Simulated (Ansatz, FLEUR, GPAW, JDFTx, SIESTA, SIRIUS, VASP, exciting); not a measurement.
# Ge: 9 runs at one level of theory

```
Ge
1.0
     0.00000    2.82891    2.82891
     2.82891    0.00000    2.82891
     2.82891    2.82891    0.00000
Ge
2
Direct
  0.75000 0.75000 0.75000
  0.50000 0.50000 0.50000
```

Alike in all runs: task equation of state; functional PBEsol; k mesh 8 × 8 × 8; occupations fermi-dirac, width 0.05 eV; no spin polarisation; no spin-orbit coupling.

| program and potentials | plane-wave cutoff (eV) | notes | equilibrium volume (Å³/atom) | bulk modulus (GPa) |
| --- | --- | --- | --- | --- |
| Ansatz, Ansatz PAW | 420 | potentials made for PBE, which Ansatz adapts in part | 22.85 | 66.2 |
| SIRIUS, PseudoDojo 0.4.1 PBEsol standard (scalar relativistic) | 1078 | - | 22.86 | 66.1 |
| Ansatz, all-electron LAPW, scalar-relativistic | - | - | 22.85 | 66.1 |
| exciting, all-electron LAPW+lo, shipped species files, valence relativity iora* | - | - | 22.85 | 65.8 |
| JDFTx, PseudoDojo-SR-PBEsol-0.4.1-standard with smoothed tails | 1061 | - | 22.86 | 66.1 |
| SIESTA, files PseudoDojo sr-pbesol-0.4.1-standard, DZP (energy shift 0.003 Ry; two zetas on semicore shells) | - | atomic basis | 23.19 | 67.2 |
| GPAW, PAW data sets generated for this functional | 600 | - | 22.96 | 67.2 |
| VASP, PBE PAW files Ge_d, 520 eV | 520 | potentials made for PBE | 22.84 | 66.2 |
| FLEUR, all-electron, FLAPW | - | - | 22.85 | 66.5 |

The equilibrium volume spans 22.84 (VASP, PBE PAW files Ge_d, 520 eV) to 23.19 Å³/atom (SIESTA, files PseudoDojo sr-pbesol-0.4.1-standard, DZP (energy shift 0.003 Ry; two zetas on semicore shells)), with all-electron results at 22.85. The bulk modulus spans 65.8 (exciting, all-electron LAPW+lo, shipped species files, valence relativity iora*) to 67.2 GPa (SIESTA, files PseudoDojo sr-pbesol-0.4.1-standard, DZP (energy shift 0.003 Ry; two zetas on semicore shells)), with all-electron results at 65.8 to 66.5. Rows in atomic bases carry the error of their basis and grid, which can be large.

The functional is the same throughout but for its coding, so the spread measures potentials, basis and numerics; runs on potential files found faulty are left out.
